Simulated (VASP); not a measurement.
# InP (F-43m) in VASP: notebook

InP is run at these levels: PBE; tasks: single point.

Everything below comes from runs of VASP 6.6.1. Logs are shortened: lines on timing, memory, paths and dates and some standing lists are left out, and cuts for length are marked.

**The experiment to reproduce.**

From a printed reference work, data compilation, for a bulk crystal of InP at 1.6 K: band gap 1.4236 eV (direct).

How close the calculation comes is told below.

## (1) The cell of the first run

Symmetry: F-43m, No. 216, cubic system. Conventional cell: a = 5.782 Å, b = 5.782 Å, c = 5.782 Å, α = 90.00°, β = 90.00°, γ = 90.00°. In (site symmetry -43m) has 4 P at 2.50 Å within 3.3 Å. P (site symmetry -43m) has 4 In at 2.50 Å within 3.3 Å.

## (2) Single point, PBE

INCAR

```
SYSTEM = InP
ALGO = Normal ; EDIFF = 1E-6
ENCUT = 500 ; GGA = PE
GGA_COMPAT = .FALSE. ; ISIF = 2
ISMEAR = 0 ; LASPH = .TRUE.
LCHARG = .FALSE. ; LREAL = .FALSE.
LWAVE = .FALSE. ; NBANDS = 16
NELM = 120 ; PREC = Accurate
SIGMA = 0.01
```

KPOINTS

```
k-points
0
G
  8 8 8
  0 0 0
```

POSCAR

```
InP
1.0
    0.0000000000      2.8908937935      2.8908937935
    2.8908937935      0.0000000000      2.8908937935
    2.8908937935      2.8908937935      0.0000000000
In P
1 1
Direct
    0.0000000000      0.0000000000      0.0000000000
    0.2500000000      0.2500000000      0.2500000000
```

Potentials or basis: VASP PAW PBE potentials, release 64 (In_d, P).

Command:

```console
$ cat potpaw_PBE.64/In_d/POTCAR potpaw_PBE.64/P/POTCAR > POTCAR
$ mpirun -np 1 vasp_std > vasp.out
```

OUTCAR:

```text
SYSTEM = InP
   EDIFF = 1E-6
   ENCUT = 500
   GGA = PE
   ISIF = 2
   ISMEAR = 0
   LASPH = .TRUE.
   LREAL = .FALSE.
   NELM = 120
   PREC = Accurate

 ion  position               nearest neighbor table
   1  0.000  0.000  0.000-   2 2.50   2 2.50   2 2.50   2 2.50
   2  0.250  0.250  0.250-   1 2.50   1 2.50   1 2.50   1 2.50

  LATTYP: Found a face centered cubic cell.
 ALAT       =     5.7817875870

  Lattice vectors:

 A1 = (   0.0000000000,   2.8908937935,   2.8908937935)
 A2 = (   2.8908937935,   0.0000000000,   2.8908937935)
 A3 = (   2.8908937935,   2.8908937935,   0.0000000000)

Analysis of symmetry for initial positions (statically):
=====================================================================
 Subroutine PRICEL returns:
 Original cell was already a primitive cell.

 Routine SETGRP: Setting up the symmetry group for a
 face centered cubic supercell.

 Subroutine GETGRP returns: Found 24 space group operations
 (whereof 24 operations were pure point group operations)
 out of a pool of 48 trial point group operations.

The static configuration has the point symmetry T_d .

Analysis of symmetry for dynamics (positions and initial velocities):
=====================================================================
 Subroutine PRICEL returns:
 Original cell was already a primitive cell.

 Routine SETGRP: Setting up the symmetry group for a
 face centered cubic supercell.

 Subroutine GETGRP returns: Found 24 space group operations
 (whereof 24 operations were pure point group operations)
 out of a pool of 48 trial point group operations.

The dynamic configuration has the point symmetry T_d .

 Subroutine INISYM returns: Found 24 space group operations
 (whereof 24 operations are pure point group operations),
 and found     1 'primitive' translations

----------------------------------------------------------------------------------------

                                     Primitive cell

  volume of cell :      48.3199

  direct lattice vectors                    reciprocal lattice vectors
     0.000000000  2.890893794  2.890893794    -0.172956890  0.172956890  0.172956890
     2.890893794  0.000000000  2.890893794     0.172956890 -0.172956890  0.172956890
     2.890893794  2.890893794  0.000000000     0.172956890  0.172956890 -0.172956890

  length of vectors
     4.088341210  4.088341210  4.088341210     0.299570121  0.299570121  0.299570121

  position of ions in fractional coordinates (direct lattice)
[... 79 lines left out ...]
   EDIFF  = 0.1E-05   stopping-criterion for ELM
   LREAL  =      F    real-space projection
   EDIFFG = 0.1E-04   stopping-criterion for IOM
   NSW    =      0    number of steps for IOM
   IBRION =     -1    ionic relax: 0-MD 1-quasi-New 2-CG
   NFREE  =      0    steps in history (QN), initial steepest desc. (CG)
   ISIF   =      2    stress and relaxation
   ISYM   =      2    0-nonsym 1-usesym 2-fastsym
   POTIM  = 0.5000    time-step for ionic-motion
   TEBEG  =    0.0;   TEEND  =   0.0 temperature during run
   PSTRESS=    0.0 pullay stress
   NELECT =      18.0000    total number of electrons
   NUPDOWN=      -1.0000    fix difference up-down
   EMIN   =  10.00;   EMAX   =-10.00  energy-range for DOS
   EFERMI =   0.00;   METHOD = LEGACY
   ISMEAR =     0;   SIGMA  =   0.01  broadening in eV -4-tet -1-fermi 0-gaus
   EFERMI_NEDOS =   21; number of points for ismear=-14 and -15
   IALGO  =     38    algorithm
   IMIX   =      4    mixing-type and parameters
     AMIX     =   0.40;   BMIX     =  1.00
     AMIX_MAG =   1.60;   BMIX_MAG =  1.00
  volume/ion in A,a.u.               =      24.16       163.04
  Fermi-wavevector in a.u.,A,eV,Ry     =   1.177941  2.225986 18.878695  1.387545
  Thomas-Fermi vector in A             =   2.314279
   LORBIT       =      0    0 simple, 1 ext, 2 COOP (PROOUT), +10 PAW based schemes
   GGA     = PE    functional components
   LHFCALC =     F    Hartree Fock is set to
   AEXX    =    0.0000 exact exchange contribution
   IVDW    =     0    specifies the selected vdW correction
   LEPSILON=     F    determine dielectric tensor
   LRPA    =     F    only Hartree local field effects (RPA)
 non-spin polarized calculation
 Gauss-broadening in eV      SIGMA  =   0.01
  energy-cutoff  :      500.00
  volume of cell :       48.32
 maximum number of plane-waves:      1243
 NGX is ok and might be reduce to    30
   NGX = 15   NGY = 15   NGZ = 15

 number of electron      18.0000007 magnetization

 Free energy of the ion-electron system (eV)
  ---------------------------------------------------
  ext. energy  EPLUGINS =         0.00000000
  ---------------------------------------------------
  free energy    TOTEN  =        -8.31892731 eV

  energy without entropy =       -8.31892731  energy(sigma->0) =       -8.31892731

 E-fermi :   5.6994     XC(G=0):  -9.4656

 val. band max:        5.6471970840   @ k =   0.0000   0.0000   0.0000
 cond. band min:       6.5810827118   @ k =   0.0000   0.0000   0.0000
 fundamental gap:      0.9338856278
 Fermi energy:         5.6994435561

 k-point     1 :       0.0000    0.0000    0.0000
  band No.  band energies     occupation
      1      -8.6282      2.00000
      2      -8.6282      2.00000
      3      -8.6282      2.00000
      4      -8.4545      2.00000
      5      -8.4545      2.00000
      6      -6.1585      2.00000
[... 433 lines left out ...]
      3      -8.5495      2.00000
      4      -8.4612      2.00000
      5      -8.4396      2.00000
      6      -3.9534      2.00000
[... 8 lines left out ...]
     15      16.4613      0.00000
     16      17.1394      0.00000

 [... further k-points ...]

------------------------ aborting loop because EDIFF is reached ----------------------------------------

  FORCE on cell =-STRESS in cart. coord.  units (eV):
  Direction    XX          YY          ZZ          XY          YZ          ZX
  --------------------------------------------------------------------------------------
  -------------------------------------------------------------------------------------
  Total        1.9900566      1.9900566      1.9900566      0.0000000      0.0000000     -0.0000000
  in kB       65.9856659     65.9856659     65.9856659      0.0000000      0.0000000     -0.0000000
  external PRESSURE =      65.9856659 kB  Pullay stress =       0.0000000 kB

 VOLUME and BASIS-vectors are now :
 -----------------------------------------------------------------------------
  energy-cutoff  :      500.00
  volume of cell :       48.32
      direct lattice vectors                 reciprocal lattice vectors
     0.000000000  2.890893794  2.890893794    -0.172956890  0.172956890  0.172956890
     2.890893794  0.000000000  2.890893794     0.172956890 -0.172956890  0.172956890
     2.890893794  2.890893794  0.000000000     0.172956890  0.172956890 -0.172956890

 POSITION                                       TOTAL-FORCE (eV/Angst)
 -----------------------------------------------------------------------------------
      0.00000      0.00000      0.00000         0.000000      0.000000      0.000000
      1.44545      1.44545      1.44545        -0.000000     -0.000000     -0.000000
 -----------------------------------------------------------------------------------
    total drift:                               -0.000000     -0.000000     -0.000000

  FREE ENERGIE OF THE ION-ELECTRON SYSTEM (eV)
  ---------------------------------------------------
  free  energy   TOTEN  =        -8.3189273072 eV

  energy  without entropy=       -8.3189273072  energy(sigma->0) =       -8.31892731
```

Wall time 17 s (1 thread of Intel Xeon Platinum 8488C (Sapphire Rapids), shared host); peak memory 0.17 GiB.

Results:

```yaml
Free_energy: -8.3189 eV
Pressure: 6.6 GPa
Band_gap_on_the_k_mesh: 0.93 eV
```

Caveat: the cell stands under pressure; spin-orbit coupling is left out, which moves the levels of the heavy elements.

## (3) Single point, PBE

This run uses another cell than the first one, of 26.17 Å³/atom.

INCAR

```
SYSTEM = InP
ALGO     = Normal         ! electronic algorithm
EDIFF    = 1E-6           ! SCF threshold, eV
ENCUT    = 500            ! plane-wave cutoff, eV
GGA      = PE             ! functional
GGA_COMPAT= .FALSE.      
ISIF     = 2              ! what is computed and relaxed
ISMEAR   = 0              ! smearing method
LASPH    = .TRUE.         ! aspherical terms in the spheres
LCHARG   = .FALSE.        ! write CHGCAR
LREAL    = .FALSE.        ! projectors in reciprocal space
LWAVE    = .FALSE.        ! write WAVECAR
NBANDS   = 16             ! bands
NELM     = 120            ! most SCF steps
PREC     = Accurate       ! precision mode
SIGMA    = 0.01           ! smearing width, eV
```

KPOINTS is that of step 2.

POSCAR

```
InP
1.0
    0.0000000000      2.9690636329      2.9690636329
    2.9690636329      0.0000000000      2.9690636329
    2.9690636329      2.9690636329      0.0000000000
In P
1 1
Direct
    0.0000000000      0.0000000000      0.0000000000
    0.2500000000      0.2500000000      0.2500000000
```

Potentials or basis: VASP PAW PBE potentials, release 64 (In_d, P).

Command:

```console
$ cat potpaw_PBE.64/In_d/POTCAR potpaw_PBE.64/P/POTCAR > POTCAR
$ mpirun -np 1 vasp_std > vasp.out
```

OUTCAR:

```text
SYSTEM = InP
   EDIFF = 1E-6
   ENCUT = 500
   GGA = PE
   ISIF = 2
   ISMEAR = 0
   LASPH = .TRUE.
   LREAL = .FALSE.
   NELM = 120
   PREC = Accurate

 ion  position               nearest neighbor table
   1  0.000  0.000  0.000-   2 2.57   2 2.57   2 2.57   2 2.57
   2  0.250  0.250  0.250-   1 2.57   1 2.57   1 2.57   1 2.57

  LATTYP: Found a face centered cubic cell.
 ALAT       =     5.9381272658

  Lattice vectors:

 A1 = (   0.0000000000,   2.9690636329,   2.9690636329)
 A2 = (   2.9690636329,   0.0000000000,   2.9690636329)
 A3 = (   2.9690636329,   2.9690636329,   0.0000000000)

Analysis of symmetry for initial positions (statically):
=====================================================================
 Subroutine PRICEL returns:
 Original cell was already a primitive cell.

 Routine SETGRP: Setting up the symmetry group for a
 face centered cubic supercell.

 Subroutine GETGRP returns: Found 24 space group operations
 (whereof 24 operations were pure point group operations)
 out of a pool of 48 trial point group operations.

The static configuration has the point symmetry T_d .

Analysis of symmetry for dynamics (positions and initial velocities):
=====================================================================
 Subroutine PRICEL returns:
 Original cell was already a primitive cell.

 Routine SETGRP: Setting up the symmetry group for a
 face centered cubic supercell.

 Subroutine GETGRP returns: Found 24 space group operations
 (whereof 24 operations were pure point group operations)
 out of a pool of 48 trial point group operations.

The dynamic configuration has the point symmetry T_d .

 Subroutine INISYM returns: Found 24 space group operations
 (whereof 24 operations are pure point group operations),
 and found     1 'primitive' translations

----------------------------------------------------------------------------------------

                                     Primitive cell

  volume of cell :      52.3466

  direct lattice vectors                    reciprocal lattice vectors
     0.000000000  2.969063633  2.969063633    -0.168403262  0.168403262  0.168403262
     2.969063633  0.000000000  2.969063633     0.168403262 -0.168403262  0.168403262
     2.969063633  2.969063633  0.000000000     0.168403262  0.168403262 -0.168403262

  length of vectors
     4.198890057  4.198890057  4.198890057     0.291683005  0.291683005  0.291683005

  position of ions in fractional coordinates (direct lattice)
     0.000000000  0.000000000  0.000000000
     0.250000000  0.250000000  0.250000000

  ion indices of the primitive-cell ions
   primitive index   ion index
                 1           1
                 2           2

----------------------------------------------------------------------------------------

 KPOINTS: k-points

Automatic generation of k-mesh.
 Grid dimensions read from file:
 generate k-points for:    8    8    8

 Generating k-lattice:

  Cartesian coordinates                     Fractional coordinates (reciprocal lattice)
    -0.021050408  0.021050408  0.021050408     0.125000000  0.000000000  0.000000000
     0.021050408 -0.021050408  0.021050408     0.000000000  0.125000000  0.000000000
     0.021050408  0.021050408 -0.021050408     0.000000000  0.000000000  0.125000000

  Length of vectors
     0.036460376  0.036460376  0.036460376

  Shift w.r.t. Gamma in fractional coordinates (k-lattice)
     0.000000000  0.000000000  0.000000000

 Subroutine IBZKPT returns following result:
 ===========================================

 Found     29 irreducible k-points:

 Following reciprocal coordinates:
            Coordinates               Weight
  0.000000  0.000000  0.000000      1.000000
  0.125000  0.000000  0.000000      8.000000
  0.250000  0.000000  0.000000      8.000000
  0.375000  0.000000  0.000000      8.000000
  0.500000  0.000000  0.000000      4.000000
  0.125000  0.125000  0.000000      6.000000
[... 16 lines left out ...]
  0.500000  0.250000  0.125000     48.000000
 -0.375000  0.250000  0.125000     24.000000
 [... further k-points ...]
   k-points           NKPTS =     29   k-points in BZ     NKDIM =     29   number of bands    NBANDS=     16
   number of dos      NEDOS =    301   number of ions     NIONS =      2
   total plane-waves  NPLWV =  32768
   dimension x,y,z NGX =    32 NGY =   32 NGZ =   32
   dimension x,y,z NGXF=    64 NGYF=   64 NGZF=   64
   ions per type =               1   1
   NGX,Y,Z   is equivalent  to a cutoff of  12.67, 12.67, 12.67 a.u.
   NGXF,Y,Z  is equivalent  to a cutoff of  25.34, 25.34, 25.34 a.u.
 SYSTEM =  InP
   PREC   = accura    normal or accurate (medium, high low for compatibility)
   ISTART =      0    job   : 0-new  1-cont  2-samecut
   ICHARG =      2    charge: 1-file 2-atom 10-const
   ISPIN  =      1    spin polarized calculation?
   LNONCOLLINEAR =      F non collinear calculations
   LSORBIT =      F    spin-orbit coupling
   LASPH  =      T    aspherical Exc in radial PAW
   ENCUT  =  500.0 eV  36.75 Ry    6.06 a.u.   7.66  7.66  7.66*2*pi/ulx,y,z
   NELM   =    120;   NELMIN=  2; NELMDL= -5     # of ELM steps
   EDIFF  = 0.1E-05   stopping-criterion for ELM
   LREAL  =      F    real-space projection
   EDIFFG = 0.1E-04   stopping-criterion for IOM
   NSW    =      0    number of steps for IOM
   IBRION =     -1    ionic relax: 0-MD 1-quasi-New 2-CG
   NFREE  =      0    steps in history (QN), initial steepest desc. (CG)
   ISIF   =      2    stress and relaxation
   ISYM   =      2    0-nonsym 1-usesym 2-fastsym
   POTIM  = 0.5000    time-step for ionic-motion
   TEBEG  =    0.0;   TEEND  =   0.0 temperature during run
   PSTRESS=    0.0 pullay stress
   NELECT =      18.0000    total number of electrons
   NUPDOWN=      -1.0000    fix difference up-down
   EMIN   =  10.00;   EMAX   =-10.00  energy-range for DOS
   EFERMI =   0.00;   METHOD = LEGACY
   ISMEAR =     0;   SIGMA  =   0.01  broadening in eV -4-tet -1-fermi 0-gaus
   EFERMI_NEDOS =   21; number of points for ismear=-14 and -15
   IALGO  =     38    algorithm
   IMIX   =      4    mixing-type and parameters
     AMIX     =   0.40;   BMIX     =  1.00
     AMIX_MAG =   1.60;   BMIX_MAG =  1.00
  volume/ion in A,a.u.               =      26.17       176.63
  Fermi-wavevector in a.u.,A,eV,Ry     =   1.146928  2.167380 17.897701  1.315444
  Thomas-Fermi vector in A             =   2.283610
   LORBIT       =      0    0 simple, 1 ext, 2 COOP (PROOUT), +10 PAW based schemes
   GGA     = PE    functional components
   LHFCALC =     F    Hartree Fock is set to
   AEXX    =    0.0000 exact exchange contribution
   IVDW    =     0    specifies the selected vdW correction
   LEPSILON=     F    determine dielectric tensor
   LRPA    =     F    only Hartree local field effects (RPA)
 non-spin polarized calculation
 Gauss-broadening in eV      SIGMA  =   0.01
  energy-cutoff  :      500.00
  volume of cell :       52.35
 maximum number of plane-waves:      1363
   NGX = 15   NGY = 15   NGZ = 15

 number of electron      18.0000007 magnetization

 Free energy of the ion-electron system (eV)
  ---------------------------------------------------
  ext. energy  EPLUGINS =         0.00000000
  ---------------------------------------------------
  free energy    TOTEN  =        -8.40514621 eV

  energy without entropy =       -8.40514621  energy(sigma->0) =       -8.40514621

 E-fermi :   4.8784     XC(G=0):  -9.1102

 val. band max:        4.7691578177   @ k =   0.0000   0.0000   0.0000
 cond. band min:       5.2668789921   @ k =   0.0000   0.0000   0.0000
 fundamental gap:      0.4977211744
 Fermi energy:         4.8784150639

 k-point     1 :       0.0000    0.0000    0.0000
  band No.  band energies     occupation
      1      -9.3446      2.00000
      2      -9.3446      2.00000
      3      -9.3446      2.00000
      4      -9.2113      2.00000
      5      -9.2113      2.00000
      6      -6.4867      2.00000
[... 8 lines left out ...]
     15      14.1555      0.00000
     16      14.1555      0.00000
[... 419 lines left out ...]
 k-point    24 :      -0.3750    0.2500    0.1250
  band No.  band energies     occupation
      1      -9.4591      2.00000
      2      -9.3021      2.00000
      3      -9.2847      2.00000
      4      -9.2156      2.00000
      5      -9.1998      2.00000
      6      -4.5931      2.00000
[... 8 lines left out ...]
     15      15.3695      0.00000
     16      15.9500      0.00000

 [... further k-points ...]

------------------------ aborting loop because EDIFF is reached ----------------------------------------

  FORCE on cell =-STRESS in cart. coord.  units (eV):
  Direction    XX          YY          ZZ          XY          YZ          ZX
  --------------------------------------------------------------------------------------
  -------------------------------------------------------------------------------------
  Total        0.1959934      0.1959934      0.1959934     -0.0000000      0.0000000     -0.0000000
  in kB        5.9987867      5.9987867      5.9987867     -0.0000000      0.0000000     -0.0000000
  external PRESSURE =       5.9987867 kB  Pullay stress =       0.0000000 kB

 VOLUME and BASIS-vectors are now :
 -----------------------------------------------------------------------------
  energy-cutoff  :      500.00
  volume of cell :       52.35
      direct lattice vectors                 reciprocal lattice vectors
     0.000000000  2.969063633  2.969063633    -0.168403262  0.168403262  0.168403262
     2.969063633  0.000000000  2.969063633     0.168403262 -0.168403262  0.168403262
     2.969063633  2.969063633  0.000000000     0.168403262  0.168403262 -0.168403262

 POSITION                                       TOTAL-FORCE (eV/Angst)
 -----------------------------------------------------------------------------------
      0.00000      0.00000      0.00000        -0.000000     -0.000000     -0.000000
      1.48453      1.48453      1.48453         0.000000      0.000000      0.000000
 -----------------------------------------------------------------------------------
    total drift:                               -0.000000     -0.000000     -0.000000

  FREE ENERGIE OF THE ION-ELECTRON SYSTEM (eV)
  ---------------------------------------------------
  free  energy   TOTEN  =        -8.4051462066 eV

  energy  without entropy=       -8.4051462066  energy(sigma->0) =       -8.40514621
```

It took 13 s on 1 thread of Intel Xeon Platinum 8488C (Sapphire Rapids), shared host; peak memory 0.18 GiB.

What came out:

```
Free energy            : -8.4051 eV
Pressure               : 0.6 GPa
Band gap on the k mesh : 0.50 eV
```

Caveat: spin-orbit coupling is left out, which moves the levels of the heavy elements.

## (4) Comparison with measurements

Step 3. A measured gap of InP is 1.4236 eV (direct; 1.6 K; a printed reference work, data compilation); the calculated 0.50 eV misses it by -0.93 eV. Spin-orbit coupling on In is left out. The value is that of PBE, without temperature or zero-point motion. Semilocal functionals fall short of measured gaps as a rule.
